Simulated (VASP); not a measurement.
# Zn (P6_3/mmc) in VASP: notebook

One crystal, Zn, is run at these levels: PBEsol, RPBE; tasks: relaxation of cell and atoms.

All numbers are computed with VASP 6.6.1; they aren't measurements. Logs are shortened: lines on timing, memory, paths and dates and some standing lists are left out, and cuts for length are marked.

### 1 The crystal as given

Symmetry: P6_3/mmc, No. 194, hexagonal system. Conventional cell: a = 2.614 Å, b = 2.614 Å, c = 4.873 Å, α = 90.00°, β = 90.00°, γ = 120.00°. Around Zn (site symmetry -6m2) lie 12 Zn at 2.61 to 2.87 Å.

### 2 Relaxation of cell and atoms, PBEsol

The input, INCAR:

```
SYSTEM = Zn
  PREC = Accurate
  ENCUT = 580
  EDIFF = 1E-7
  ISMEAR = 0
  SIGMA = 0.1
  LREAL = .False.
  LASPH = .True.
  NELM = 60
  ALGO = Fast
  ISIF = 3
  LWAVE = .False.
  LCHARG = .False.
  GGA = PS
  IBRION = 2
  NSW = 90
  EDIFFG = -0.005
```

The input, KPOINTS:

```
Automatic mesh
0
Gamma
  18 18 10
  0 0 0
```

The input, POSCAR:

```
Zn
1.0
    2.6143598000      0.0000000000      0.0000000000
   -1.3071799000      2.2641020000      0.0000000000
    0.0000000000      0.0000000000      4.8731610200
Zn
2
Direct
    0.3333333300      0.6666666700      0.2500000000
    0.6666666700      0.3333333300      0.7500000000
```

Potentials or basis: VASP PAW PBE potentials, release 64 (Zn).

Run with:

```
> cat potpaw_PBE.64/Zn/POTCAR > POTCAR
> mpirun -np 1 vasp_std > vasp.out
```

OUTCAR:

```text
SYSTEM = Zn
   PREC = Accurate
   ENCUT = 580
   EDIFF = 1E-7
   ISMEAR = 0
   LREAL = .False.
   LASPH = .True.
   NELM = 60
   ISIF = 3
   GGA = PS
   IBRION = 2
   NSW = 90
   EDIFFG = -0.005

 ion  position               nearest neighbor table
   1  0.333  0.667  0.250-   2 2.87   2 2.87   2 2.87   2 2.87   2 2.87   2 2.87
   2  0.667  0.333  0.750-   1 2.87   1 2.87   1 2.87   1 2.87   1 2.87   1 2.87

  LATTYP: Found a hexagonal cell.
 ALAT       =     2.6143598000
 C/A-ratio  =     1.8639978399

  Lattice vectors:

 A1 = (   2.6143598000,   0.0000000000,   0.0000000000)
 A2 = (  -1.3071799000,   2.2641020000,   0.0000000000)
 A3 = (   0.0000000000,   0.0000000000,   4.8731610200)

Analysis of symmetry for initial positions (statically):
=====================================================================
 Subroutine PRICEL returns:
 Original cell was already a primitive cell.

 Routine SETGRP: Setting up the symmetry group for a
 hexagonal supercell.

 Subroutine GETGRP returns: Found 24 space group operations
 (whereof 12 operations were pure point group operations)
 out of a pool of 24 trial point group operations.

The static configuration has the point symmetry D_3d.
 The point group associated with its full space group is D_6h.

Analysis of symmetry for dynamics (positions and initial velocities):
=====================================================================
 Subroutine PRICEL returns:
 Original cell was already a primitive cell.

 Routine SETGRP: Setting up the symmetry group for a
 hexagonal supercell.

 Subroutine GETGRP returns: Found 24 space group operations
 (whereof 12 operations were pure point group operations)
 out of a pool of 24 trial point group operations.

The dynamic configuration has the point symmetry D_3d.
 The point group associated with its full space group is D_6h.

 Subroutine INISYM returns: Found 24 space group operations
 (whereof 12 operations are pure point group operations),
 and found     1 'primitive' translations

----------------------------------------------------------------------------------------

                                     Primitive cell

  volume of cell :      28.8451

  direct lattice vectors                    reciprocal lattice vectors
     2.614359800  0.000000000  0.000000000     0.382502822  0.220838107  0.000000000
    -1.307179900  2.264102000  0.000000000     0.000000000  0.441676214  0.000000000
     0.000000000  0.000000000  4.873161020     0.000000000  0.000000000  0.205205614

  length of vectors
     2.614359800  2.614359799  4.873161020     0.441676214  0.441676214  0.205205614

  position of ions in fractional coordinates (direct lattice)
     0.333333330  0.666666670  0.250000000
     0.666666670  0.333333330  0.750000000

  ion indices of the primitive-cell ions
   primitive index   ion index
                 1           1
                 2           2

----------------------------------------------------------------------------------------

 KPOINTS: Automatic mesh

Automatic generation of k-mesh.
 Grid dimensions read from file:
 generate k-points for:   18   18   10

 Generating k-lattice:

  Cartesian coordinates                     Fractional coordinates (reciprocal lattice)
     0.021250157  0.012268784  0.000000000     0.055555556  0.000000000  0.000000000
     0.000000000  0.024537567  0.000000000     0.000000000  0.055555556  0.000000000
     0.000000000  0.000000000  0.020520561     0.000000000  0.000000000  0.100000000

  Length of vectors
     0.024537567  0.024537567  0.020520561

  Shift w.r.t. Gamma in fractional coordinates (k-lattice)
     0.000000000  0.000000000  0.000000000

 Subroutine IBZKPT returns following result:
 ===========================================

 Found    222 irreducible k-points:

 Following reciprocal coordinates:
            Coordinates               Weight
  0.000000  0.000000  0.000000      1.000000
  0.055556 -0.000000  0.000000      6.000000
  0.111111 -0.000000  0.000000      6.000000
  0.166667  0.000000  0.000000      6.000000
  0.222222  0.000000  0.000000      6.000000
  0.277778  0.000000  0.000000      6.000000
[... 16 lines left out ...]
  0.333333  0.111111  0.000000     12.000000
  0.388889  0.111111  0.000000     12.000000
 [... further k-points ...]
   k-points           NKPTS =    222   k-points in BZ     NKDIM =    222   number of bands    NBANDS=     16
   number of dos      NEDOS =    301   number of ions     NIONS =      2
   total plane-waves  NPLWV =  23040
   dimension x,y,z NGX =    24 NGY =   24 NGZ =   40
   dimension x,y,z NGXF=    48 NGYF=   48 NGZF=   80
   ions per type =               2
   NGX,Y,Z   is equivalent  to a cutoff of  15.26, 15.26, 13.65 a.u.
   NGXF,Y,Z  is equivalent  to a cutoff of  30.52, 30.52, 27.29 a.u.
 SYSTEM =  Zn
   PREC   = accura    normal or accurate (medium, high low for compatibility)
   ISTART =      0    job   : 0-new  1-cont  2-samecut
   ICHARG =      2    charge: 1-file 2-atom 10-const
   ISPIN  =      1    spin polarized calculation?
   LNONCOLLINEAR =      F non collinear calculations
   LSORBIT =      F    spin-orbit coupling
   LASPH  =      T    aspherical Exc in radial PAW
   ENCUT  =  580.0 eV  42.63 Ry    6.53 a.u.   5.13  5.13  9.57*2*pi/ulx,y,z
   NELM   =     60;   NELMIN=  2; NELMDL= -5     # of ELM steps
   EDIFF  = 0.1E-06   stopping-criterion for ELM
   LREAL  =      F    real-space projection
   EDIFFG = -.5E-02   stopping-criterion for IOM
   NSW    =     90    number of steps for IOM
   IBRION =      2    ionic relax: 0-MD 1-quasi-New 2-CG
   NFREE  =      1    steps in history (QN), initial steepest desc. (CG)
   ISIF   =      3    stress and relaxation
   ISYM   =      2    0-nonsym 1-usesym 2-fastsym
   POTIM  = 0.5000    time-step for ionic-motion
   TEBEG  =    0.0;   TEEND  =   0.0 temperature during run
   PSTRESS=    0.0 pullay stress
   NELECT =      24.0000    total number of electrons
   NUPDOWN=      -1.0000    fix difference up-down
   EMIN   =  10.00;   EMAX   =-10.00  energy-range for DOS
   EFERMI =   0.00;   METHOD = LEGACY
   ISMEAR =     0;   SIGMA  =   0.10  broadening in eV -4-tet -1-fermi 0-gaus
   EFERMI_NEDOS =   21; number of points for ismear=-14 and -15
   IALGO  =     68    algorithm
   IMIX   =      4    mixing-type and parameters
     AMIX     =   0.40;   BMIX     =  1.00
     AMIX_MAG =   1.60;   BMIX_MAG =  1.00
  volume/ion in A,a.u.               =      14.42        97.33
  Fermi-wavevector in a.u.,A,eV,Ry     =   1.539765  2.909735 32.257744  2.370877
  Thomas-Fermi vector in A             =   2.645947
   LORBIT       =      0    0 simple, 1 ext, 2 COOP (PROOUT), +10 PAW based schemes
   GGA     = PS    functional components
   LHFCALC =     F    Hartree Fock is set to
   AEXX    =    0.0000 exact exchange contribution
   IVDW    =     0    specifies the selected vdW correction
   LEPSILON=     F    determine dielectric tensor
   LRPA    =     F    only Hartree local field effects (RPA)
 conjugate gradient relaxation of ions
 non-spin polarized calculation
 RMM-DIIS sequential band-by-band and
 Gauss-broadening in eV      SIGMA  =   0.10
  energy-cutoff  :      580.00
  volume of cell :       28.85
 maximum number of plane-waves:       935
 NGX is ok and might be reduce to    24
   NGX = 11   NGY = 11   NGZ = 19

--------------------------------------- Ionic step        1  -------------------------------------------

 number of electron      24.0000002 magnetization

 Free energy of the ion-electron system (eV)
  ---------------------------------------------------
  ext. energy  EPLUGINS =         0.00000000
  ---------------------------------------------------
  free energy    TOTEN  =        -3.17230513 eV

  energy without entropy =       -3.17139638  energy(sigma->0) =       -3.17185075

------------------------ aborting loop because EDIFF is reached ----------------------------------------

  FORCE on cell =-STRESS in cart. coord.  units (eV):
  Direction    XX          YY          ZZ          XY          YZ          ZX
  --------------------------------------------------------------------------------------
  -------------------------------------------------------------------------------------
  Total       -0.3031025     -0.3031025      0.0504816      0.0000000     -0.0000000      0.0000000
  in kB      -16.8355774    -16.8355774      2.8039595      0.0000000     -0.0000000      0.0000000
  external PRESSURE =     -10.2890651 kB  Pullay stress =       0.0000000 kB
[... 89 lines left out ...]
  FREE ENERGIE OF THE ION-ELECTRON SYSTEM (eV)
  ---------------------------------------------------
  free  energy   TOTEN  =        -3.1744656361 eV

  energy  without entropy=       -3.1735660912  energy(sigma->0) =       -3.17401586

[... ionic steps 4 to 12 ...]

--------------------------------------- Ionic step       13  -------------------------------------------

 number of electron      24.0000010 magnetization

------------------------ aborting loop because EDIFF is reached ----------------------------------------

  FORCE on cell =-STRESS in cart. coord.  units (eV):
  Direction    XX          YY          ZZ          XY          YZ          ZX
  --------------------------------------------------------------------------------------
  -------------------------------------------------------------------------------------
  Total       -0.0177449     -0.0177449     -0.0187117      0.0000000      0.0000000     -0.0000000
  in kB       -0.9915030     -0.9915030     -1.0455233      0.0000000      0.0000000     -0.0000000
  external PRESSURE =      -1.0095098 kB  Pullay stress =       0.0000000 kB
[... 57 lines left out ...]
  energy  without entropy=       -3.1739404851  energy(sigma->0) =       -3.17449519

--------------------------------------- Ionic step       15  -------------------------------------------

 number of electron      24.0000009 magnetization

 Free energy of the ion-electron system (eV)
  ---------------------------------------------------
  ext. energy  EPLUGINS =         0.00000000
  ---------------------------------------------------
  free energy    TOTEN  =        -3.17504901 eV

  energy without entropy =       -3.17393865  energy(sigma->0) =       -3.17449383

 E-fermi :   3.3593     XC(G=0): -12.0126

 val. band max:        3.3392351487   @ k =   0.3333   0.2778   0.5000
 cond. band min:       3.4235885034   @ k =   0.1667   0.0000   0.2000
 fundamental gap:      0.0843533548
 Fermi energy:         3.3593195661

 k-point     1 :       0.0000    0.0000    0.0000
  band No.  band energies     occupation
      1      -7.5371      2.00000
      2      -5.5587      2.00000
      3      -4.7418      2.00000
      4      -4.4571      2.00000
      5      -4.4571      2.00000
      6      -4.4060      2.00000
[... 8 lines left out ...]
     15      20.6318      0.00000
     16      22.0386      0.00000
[... 420 lines left out ...]
  band No.  band energies     occupation
      1      -5.1813      2.00000
      2      -5.0852      2.00000
      3      -4.9632      2.00000
      4      -4.4721      2.00000
      5      -4.2945      2.00000
      6      -4.2932      2.00000
[... 8 lines left out ...]
     15       9.0738      0.00000
     16      10.3855      0.00000

 [... further k-points ...]

------------------------ aborting loop because EDIFF is reached ----------------------------------------

  FORCE on cell =-STRESS in cart. coord.  units (eV):
  Direction    XX          YY          ZZ          XY          YZ          ZX
  --------------------------------------------------------------------------------------
  -------------------------------------------------------------------------------------
  Total        0.0024801      0.0024801     -0.0065374      0.0000000      0.0000000      0.0000000
  in kB        0.1386574      0.1386574     -0.3654977      0.0000000      0.0000000      0.0000000
  external PRESSURE =      -0.0293943 kB  Pullay stress =       0.0000000 kB
[... 17 lines left out ...]
  FREE ENERGIE OF THE ION-ELECTRON SYSTEM (eV)
  ---------------------------------------------------
  free  energy   TOTEN  =        -3.1750490094 eV

  energy  without entropy=       -3.1739386532  energy(sigma->0) =       -3.17449383

 reached required accuracy - stopping structural energy minimisation
```

Wall time 14 min (1 thread of AMD EPYC 7R43 (Zen 3), shared host); peak memory 0.21 GiB.

Results:

| Item | Value |
| --- | --- |
| Free energy | -3.1750 eV |
| Relaxed volume | 14.33 Å³/atom |
| Relaxed cell | a = 2.594 Å, b = 2.594 Å, c = 4.919 Å, α = 90.00°, β = 90.00°, γ = 120.00° |
| Space group after relaxing (to 0.05 Å) | P6_3/mmc (No. 194) |
| Energy gained by relaxing | 1.4 meV/atom |
| Ionic steps | 15 |
| Pressure after relaxing | 0.0 GPa |
| Band gap on the k mesh | none (metal or under the smearing width) |

The path:
| step | energy change (eV) | largest force (eV/Å) | pressure (GPa) | volume (Å³) |
| --- | --- | --- | --- | --- |
| 1 | 0.0000 | 0.0000 | -1.03 | 28.85 |
| 2 | -0.0021 | 0.0000 | 0.44 | 28.46 |
| 3 | -0.0022 | 0.0000 | 0.33 | 28.49 |
| 4 | -0.0026 | 0.0000 | 0.24 | 28.56 |
| 5 | -0.0027 | 0.0000 | 0.10 | 28.66 |
| 6 | -0.0027 | 0.0000 | -0.05 | 28.66 |
| 7 | -0.0027 | 0.0000 | 0.10 | 28.61 |
| 8 | -0.0027 | 0.0000 | 0.08 | 28.64 |
| 9 | -0.0027 | 0.0000 | 0.17 | 28.65 |
| 10 | -0.0027 | 0.0000 | 0.15 | 28.65 |
| 11 | -0.0027 | 0.0000 | -0.10 | 28.71 |
| 12 | -0.0027 | 0.0000 | -0.09 | 28.69 |
| 13 | -0.0027 | 0.0000 | -0.10 | 28.67 |
| 14 | -0.0027 | 0.0000 | -0.05 | 28.66 |
| 15 | -0.0027 | 0.0000 | 0.00 | 28.66 |

Final structure:
```
Zn
1.0
     2.59353    0.00000    0.00000
    -1.29676    2.24606    0.00000
     0.00000    0.00000    4.91946
Zn
2
Direct
  0.33333 0.66667 0.25000
  0.66667 0.33333 0.75000
```

Caveat: the PAW data sets were made with another functional, which shifts forces and pressure a little.

### 3 Relaxation of cell and atoms, PBEsol

INCAR: that of step 2 with these lines changed.

```diff
@@ -2,3 +2,3 @@
   PREC = Accurate
-  ENCUT = 580
+  ENCUT = 480
   EDIFF = 1E-7
```

KPOINTS is that of step 2.

POSCAR is that of step 2.

Potentials or basis: VASP PAW PBE potentials, release 64 (Zn).

Run with:

```
> cat potpaw_PBE.64/Zn/POTCAR > POTCAR
> mpirun -np 1 vasp_std > vasp.out
```

It took 8.3 min on 1 thread of AMD EPYC 7R43 (Zen 3), shared host; peak memory 0.17 GiB.

It converged, with:

```
Free energy                            : -3.1750 eV
Relaxed volume                         : 14.32 Å³/atom
Relaxed cell                           : a = 2.594 Å, b = 2.594 Å, c = 4.917 Å, α = 90.00°, β = 90.00°, γ = 120.00°
Space group after relaxing (to 0.05 Å) : P6_3/mmc (No. 194)
Energy gained by relaxing              : 1.3 meV/atom
Ionic steps                            : 15
Pressure after relaxing                : 0.0 GPa
Band gap on the k mesh                 : none (metal or under the smearing width)
```

Step by step:
```csv
step,energy change (eV),largest force (eV/Å),pressure (GPa),volume (Å³)
1,0.0000,0.0000,-1.04,28.85
2,-0.0021,0.0000,0.46,28.45
3,-0.0021,0.0000,0.32,28.49
4,-0.0025,0.0000,0.23,28.56
5,-0.0027,0.0000,0.10,28.65
6,-0.0027,0.0000,-0.06,28.65
7,-0.0026,0.0000,0.10,28.60
8,-0.0027,0.0000,0.08,28.63
9,-0.0027,0.0000,0.17,28.64
10,-0.0027,0.0000,0.15,28.64
11,-0.0026,0.0000,-0.10,28.71
12,-0.0027,0.0000,-0.11,28.68
13,-0.0027,0.0000,-0.10,28.66
14,-0.0027,0.0000,-0.04,28.65
15,-0.0027,0.0000,0.00,28.65
```

Final structure:
```
Zn
1.0
     2.59388    0.00000    0.00000
    -1.29694    2.24637    0.00000
     0.00000    0.00000    4.91680
Zn
2
Direct
  0.33333 0.66667 0.25000
  0.66667 0.33333 0.75000
```

Levels at points of the mesh, in eV from the Fermi level:
```tsv
k point	band 8	band 9	band 10	band 11	band 12	band 13	band 14	band 15	band 16
(0.00, 0.00, 0.00)	-7.36	-7.36	-7.15	-7.15	-4.04	-3.22	13.45	17.29	18.67
(0.50, 0.00, 0.00)	-7.17	-6.93	-6.91	-2.96	-2.09	2.64	3.61	4.36	5.83
(0.00, 0.00, 0.50)	-7.81	-7.24	-7.24	-7.24	-7.24	4.38	4.38	19.99	19.99
(0.50, 0.00, 0.50)	-7.19	-6.92	-6.92	-2.02	-2.02	0.35	0.35	10.25	10.25
```

Caveat: the PAW data sets were made with another functional, which shifts forces and pressure a little.

### 4 Relaxation of cell and atoms, RPBE

INCAR: that of step 3 with these lines changed.

```diff
@@ -2,3 +2,3 @@
   PREC = Accurate
-  ENCUT = 480
+  ENCUT = 600
   EDIFF = 1E-7
@@ -13,3 +13,3 @@
   LCHARG = .False.
-  GGA = PS
+  GGA = RP
   IBRION = 2
```

KPOINTS is that of step 3.

POSCAR is that of step 3.

Run with:

```
> cat potpaw_PBE.64/Zn/POTCAR > POTCAR
> mpirun -np 1 vasp_std > vasp.out
```

It took 8.9 min on 1 thread of AMD EPYC 7R43 (Zen 3), shared host; peak memory 0.21 GiB.

The run converged. Its results:

* Free energy: -1.4934 eV
* Relaxed volume: 16.09 Å³/atom
* Relaxed cell: a = 2.675 Å, b = 2.675 Å, c = 5.193 Å, α = 90.00°, β = 90.00°, γ = 120.00°
* Space group after relaxing (to 0.05 Å): P6_3/mmc (No. 194)
* Energy gained by relaxing: 36.4 meV/atom
* Ionic steps: 9
* Pressure after relaxing: 0.0 GPa
* Band gap on the k mesh: none (metal or under the smearing width)

The path:
```csv
step,energy change (eV),largest force (eV/Å),pressure (GPa),volume (Å³)
1,0.0000,0.0000,8.05,28.85
2,-0.0647,0.0000,-0.41,31.98
3,-0.0650,0.0000,0.04,31.74
4,-0.0685,0.0000,0.02,31.83
5,-0.0726,0.0000,0.23,32.00
6,-0.0728,0.0000,0.28,32.05
7,-0.0728,0.0000,0.27,32.04
8,-0.0729,0.0000,-0.03,32.23
9,-0.0729,0.0000,-0.03,32.19
```

Final structure:
```yaml
crystal:
  lattice:
    - [2.67533, 0.00000, 0.00000]
    - [-1.33766, 2.31690, 0.00000]
    - [0.00000, 0.00000, 5.19263]
  atoms:
    - { symbol: Zn, position: [0.33333, 0.66667, 0.25000] }
    - { symbol: Zn, position: [0.66667, 0.33333, 0.75000] }
```

Levels at points of the mesh, in eV from the Fermi level:
```
           k point  band 9  band 10  band 11  band 12  band 13  band 14  band 15  band 16
(0.00, 0.00, 0.00)   -7.15    -7.00    -7.00    -3.51    -3.50    11.80    15.48    17.69
(0.50, 0.00, 0.00)   -6.80    -6.78    -2.50    -1.87     2.28     3.56     3.62     5.53
(0.00, 0.00, 0.50)   -7.06    -7.06    -7.06    -7.06     3.68     3.68    18.82    18.82
(0.50, 0.00, 0.50)   -6.79    -6.79    -1.61    -1.61     0.22     0.22     9.31     9.31
```

Caveat: the PAW data sets were made with another functional, which shifts forces and pressure a little.

### 5 Summary

| level | cutoff (eV) | gap on the mesh (eV) | pressure (GPa) | relaxed volume (Å³/atom) |
| --- | --- | --- | --- | --- |
| PBEsol | 580 | none | 0.0 | 14.33 |
| PBEsol | 480 | none | 0.0 | 14.32 |
| RPBE | 600 | none | 0.0 | 16.09 |

Alike in all rows: task relaxation of cell and atoms; potentials or basis VASP PAW PBE potentials, release 64 (Zn); no spin polarisation; cell relaxed; k mesh 18 × 18 × 10; smearing gaussian 0.1 eV.

Caveats: the PAW data sets were made with another functional, which shifts forces and pressure a little.

Absolute energies hang on the potentials; compare differences alone.
